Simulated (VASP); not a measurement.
LiCl: equation of state with PBE

LiCl:

```
Cl Li
1.0
     0.00000    2.56477    2.56477
     2.56477    0.00000    2.56477
     2.56477    2.56477    0.00000
Cl Li
1 1
Direct
  0.50000 0.50000 0.50000
  0.00000 0.00000 0.00000
```

```json
{
  "Program": "VASP 6.6.1",
  "Task": "equation of state",
  "Functional": "PBE",
  "Potentials or basis": "VASP PAW PBE potentials, release 64 (Cl, Li_sv)",
  "Cutoff": "520 eV",
  "k mesh": "9 × 9 × 9",
  "Occupations": "fermi-dirac, width 0.05 eV",
  "Spin": "no spin polarisation",
  "Further INCAR settings": "ALGO = Normal; EDIFF = 1e-07; NBANDS = 12"
}
```

```json
{
  "Equilibrium volume": "17.07 Å³/atom",
  "Bulk modulus": "32 GPa",
  "Pressure derivative of the bulk modulus": "4.3"
}
```

Energy against volume, from the lowest point:
```
volume (Å³/atom)  energy (meV/atom)
          15.859               9.58
          16.196               4.75
          16.534               1.64
          16.871               0.12
          17.209               0.00
          17.546               1.14
          17.883               3.43
```

All runs of the series together: 77 s on 1 thread of Intel(R) Xeon(R) 6975P-C (Granite Rapids), on a shared host.

Caveat: the cutoff is under 1.25 times the usual one of these potentials, so pressure, stress and relaxed cells hold a basis-set (Pulay) error. PBE usually gives volumes a little too large and moduli too small.
